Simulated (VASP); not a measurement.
Here is a VASP 6.6.1 calculation.

INCAR

```
PREC = Accurate
ENCUT = 520
EDIFF = 1E-7
ISMEAR = -1
SIGMA = 0.05
LREAL = False
LASPH = True
NELM = 60
ALGO = Normal
ISIF = 2
LWAVE = False
LCHARG = False
GGA = PE
NBANDS = 16
```

File KPOINTS:

```
regular mesh
0
Gamma
  7 7 7
```

Contents of POSCAR:

```
HgTe
1.0
    0.0000000000      3.2145000000      3.2145000000
    3.2145000000      0.0000000000      3.2145000000
    3.2145000000      3.2145000000      0.0000000000
Hg Te
1 1
Direct
    0.0000000000      0.0000000000      0.0000000000
    0.7500000000      0.7500000000      0.7500000000
```

Potentials or basis: VASP PAW PBE potentials, release 64 (Hg, Te).

Run with:

```console
$ cat potpaw_PBE.64/Hg/POTCAR potpaw_PBE.64/Te/POTCAR > POTCAR
$ mpirun -np 1 vasp_std > vasp.out
```

**Question.** Predict the pressure.

**Answer.** 4.6 GPa.

**Question.** Predict the band gap on the k mesh.

**Answer.** None (metal or under the smearing width).

Spin-orbit coupling is left out, which matters for the levels of Hg, Te.
